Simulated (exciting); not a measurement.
A run of exciting (release sodium) is set up as follows.

File input.xml:

```xml
<input>
  <title>Ca</title>
  <structure speciespath="./" tshift="false">
    <crystal scale="1">
      <basevect>6.592605025539 0.000000000000 0.000000000000</basevect>
      <basevect>0.000000000000 6.592605025539 0.000000000000</basevect>
      <basevect>0.000000000000 0.000000000000 6.592605025539</basevect>
    </crystal>
    <species speciesfile="Ca.xml" rmt="2.2">
      <atom coord="0.000000000000 0.000000000000 0.000000000000"/>
    </species>
  </structure>
  <groundstate do="fromscratch" ngridk="8 8 8" rgkmax="8.5" gmaxvr="14" lmaxapw="10" lmaxmat="10" lmaxvr="8" xctype="GGA_PBE_SOL" stype="Fermi Dirac" swidth="0.00183747" nempty="8" ValenceRelativity="iora*" epsengy="1e-05" epspot="1e-05" maxscl="60" tforce="true" outputlevel="normal"/>
  <properties>
    <chargedensityplot>
      <plot3d>
        <box grid="18 18 18">
          <origin coord="0 0 0"/>
          <point coord="1 0 0"/>
          <point coord="0 1 0"/>
          <point coord="0 0 1"/>
        </box>
      </plot3d>
    </chargedensityplot>
    <elfplot>
      <plot3d>
        <box grid="18 18 18">
          <origin coord="0 0 0"/>
          <point coord="1 0 0"/>
          <point coord="0 1 0"/>
          <point coord="0 0 1"/>
        </box>
      </plot3d>
    </elfplot>
    <exccplot>
      <plot3d>
        <box grid="18 18 18">
          <origin coord="0 0 0"/>
          <point coord="1 0 0"/>
          <point coord="0 1 0"/>
          <point coord="0 0 1"/>
        </box>
      </plot3d>
    </exccplot>
  </properties>
</input>
```

Potentials or basis: all-electron LAPW+lo, shipped species files, valence relativity iora*.

The run is started by

```console
$ OMP_NUM_THREADS=1 exciting_smp
```

(1) Estimate the band gap on the k mesh.

Results:

(1) none (metal or under the smearing width).
